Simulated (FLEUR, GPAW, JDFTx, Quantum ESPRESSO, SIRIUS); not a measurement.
Au: programs and potentials compared

```
CELL_PARAMETERS angstrom
0.00000 2.03500 2.03500
2.03500 0.00000 2.03500
2.03500 2.03500 0.00000
ATOMIC_POSITIONS crystal
Au 0.00000 0.00000 0.00000
```

Alike in all runs: task equation of state; functional PBEsol; k mesh 11 × 11 × 11; occupations fermi-dirac, width 0.05 eV; no spin polarisation; no spin-orbit coupling.

```json
{"program and potentials": "JDFTx, PseudoDojo-SR-PBEsol-0.4.1-standard with smoothed tails", "plane-wave cutoff (eV)": "1034", "notes": "-", "equilibrium volume (Å³/atom)": "16.97", "bulk modulus (GPa)": "176.4"}
{"program and potentials": "Quantum ESPRESSO, PseudoDojo 0.4.1 SR PBEsol standard", "plane-wave cutoff (eV)": "1034", "notes": "-", "equilibrium volume (Å³/atom)": "16.98", "bulk modulus (GPa)": "176.3"}
{"program and potentials": "GPAW, PAW data sets generated for this functional", "plane-wave cutoff (eV)": "600", "notes": "this data set often lies off other programs", "equilibrium volume (Å³/atom)": "17.29", "bulk modulus (GPa)": "173.3"}
{"program and potentials": "SIRIUS, all-electron FP-LAPW, apw+lo standard", "plane-wave cutoff (eV)": "-", "notes": "-", "equilibrium volume (Å³/atom)": "17.00", "bulk modulus (GPa)": "177.8"}
{"program and potentials": "FLEUR, all-electron, FLAPW", "plane-wave cutoff (eV)": "-", "notes": "-", "equilibrium volume (Å³/atom)": "17.00", "bulk modulus (GPa)": "175.4"}
```

The equilibrium volume spans 16.97 (JDFTx, PseudoDojo-SR-PBEsol-0.4.1-standard with smoothed tails) to 17.29 Å³/atom (GPAW, PAW data sets generated for this functional), with all-electron results at 17.00. The bulk modulus spans 173.3 (GPAW, PAW data sets generated for this functional) to 177.8 GPa (SIRIUS, all-electron FP-LAPW, apw+lo standard), with all-electron results at 175.4 to 177.8. For a metal such a mesh isn't converged, which the comparison doesn't need.

Differences between rows come from potentials, basis sets and numerical settings, since the functional is the same but for its coding. Runs on potential files found faulty are left out.

The two pseudopotential runs reproduce the all-electron equilibrium volume of gold closely, so freezing the deep core costs little here. Their near-identical results mainly show that the two programs treat closely related potentials alike; the independent test of those potentials is the all-electron pair. GPAW stands apart with 17.29 Å³/atom, and the likely source is its data set, perhaps the treatment of the outer core or the partial waves, rather than the physics of gold.

Gold is sensitive to such details because its equilibrium volume balances bonding by the relativistically contracted 6s states, hybridised with 5d, against the repulsion between nearly filled 5d shells. A small error in the extent of the 5d orbitals shifts that balance.

The bulk modulus discriminates less well. As a curvature of the energy, it responds more strongly to numerical noise and the fit, and the two all-electron programs differ by more in it than either pseudopotential run does from either of them. It therefore gives no basis for ranking the potentials.
